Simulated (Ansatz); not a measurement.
Runs of Ansatz 0.2.0 on H. Symmetry: I4/mmm, No. 139, tetragonal system. Conventional cell: a = 3.383 Å, b = 3.383 Å, c = 4.117 Å, α = 90.00°, β = 90.00°, γ = 90.00°. H (site symmetry 4mm) has 1 H at 0.74 Å as nearest neighbours. 

```csv
task,level,potentials or basis,cell,k mesh,cutoff (eV),smearing,driver,points for each segment of the path,eos,other keys,mesh quality,gap on the mesh (eV),pressure (GPa),largest force (eV/Å)
electrostatic potential,r2SCANh+D3(BJ),Ansatz PAW,as given,6 × 6 × 6,500,fixed,chain,-,-,-,coarse,10.46,0.0,0.04
electric field gradients,revPBE0,Ansatz PAW earlier set,as given,6 × 6 × 6,800,methfessel-paxton 0.01 eV,chain,-,-,crystal.symmetry = detect False,coarse,(a),0.7,0.07
band structure,r2SCANh+D3(BJ)+ATM,Ansatz PAW accurate,as given,6 × 6 × 6,1000,gaussian 0.15 eV,chain,4,-,-,coarse,10.46,0.0,0.05
electrostatic potential,r2SCANh+D3(BJ),Ansatz PAW,as given,6 × 6 × 6,500,fixed,-,-,-,-,coarse,10.46,0.0,0.04
density of states,LDA+d3bj,Ansatz PAW,volume scaled by 1.25,7 × 7 × 7,420,tetrahedron,chain,-,-,hamiltonian.dispersion = d3bj; scf.n_extra_bands = 8; …,not flagged,8.38,-1.9,0.77
single point,HISS,Ansatz NC,volume scaled by 0.92,6 × 6 × 6,980,fermi-dirac 0.05 eV,chain,-,-,-,coarse,11.44,(b),0.66
electron localisation function,B3LYP,Ansatz NC,as given,7 × 7 × 7,980,fermi-dirac 0.05 eV,chain,-,-,-,not flagged,11.12,0.4,0.04
```

Alike in all rows: no spin polarisation.

Q: Fill in the values left out.

A: (a) 11.55; (b) 1.6.

Caveats: some runs use coarse meshes; the thresholds are loose for stress (some runs); the PAW data sets were made with another functional, which shifts forces and pressure a little (some runs); the dispersion damping was fitted for another functional or another form of the correction (some runs); the potentials were made for another functional, which shifts forces and pressure (some runs); odd divisions of the mesh miss points on the zone boundary, where band edges often lie, so the gap on the mesh can be too wide (some runs); with tetrahedron occupations forces and stress needn't match the slope of the energy (some runs).

A k mesh can miss the band edges.

Runs at the PBE level aren't shown here.
